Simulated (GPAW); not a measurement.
The system is WC (Qusongite).

```
W C
1.0
     2.90650    0.00000    0.00000
    -1.45325    2.51710    0.00000
     0.00000    0.00000    2.83660
W C
1 1
Direct
  0.00000 0.00000 0.00000
  0.66667 0.33333 0.50000
```

- Program: GPAW 26.7.0
- Task: relaxation of cell and atoms
- Functional: TASK
- Potentials or basis: GPAW PAW data sets (gpaw-data 1.2.1)
- Cutoff: 800 eV
- Basis: pw
- k mesh: 7 × 7 × 7
- Occupations: fermi-dirac, width 0.05 eV
- Spin: no spin polarisation

At the start: pressure 7.2 GPa; volume 10.38 Å³/atom.

Q: How do energy, volume and symmetry change on relaxing?

A: Over 5 steps the energy falls by 4.5 meV/atom and the volume is 10.56 Å³/atom (+1.8 %); space group P-6m2 (No. 187, to 0.05 Å).

The path:
| step | energy change (eV) | largest force (eV/Å) | pressure (GPa) | volume (Å³) |
| --- | --- | --- | --- | --- |
| 1 | 0.0000 | 0.0000 | 7.22 | 20.75 |
| 2 | -0.0071 | 0.0000 | 3.06 | 20.96 |
| 3 | -0.0090 | 0.0000 | 0.06 | 21.12 |
| 4 | -0.0090 | 0.0000 | -0.02 | 21.13 |
| 5 | -0.0090 | 0.0000 | -0.02 | 21.13 |

Final structure:
```
CELL_PARAMETERS angstrom
2.92538 0.00000 0.00000
-1.46269 2.53345 0.00000
0.00000 0.00000 2.85064
ATOMIC_POSITIONS crystal
W 0.00000 0.00000 0.00000
C 0.66667 0.33333 0.50000
```

Caveat: later steps reuse the first step's grids; the PAW data sets were made with another functional, which shifts forces and pressure a little.
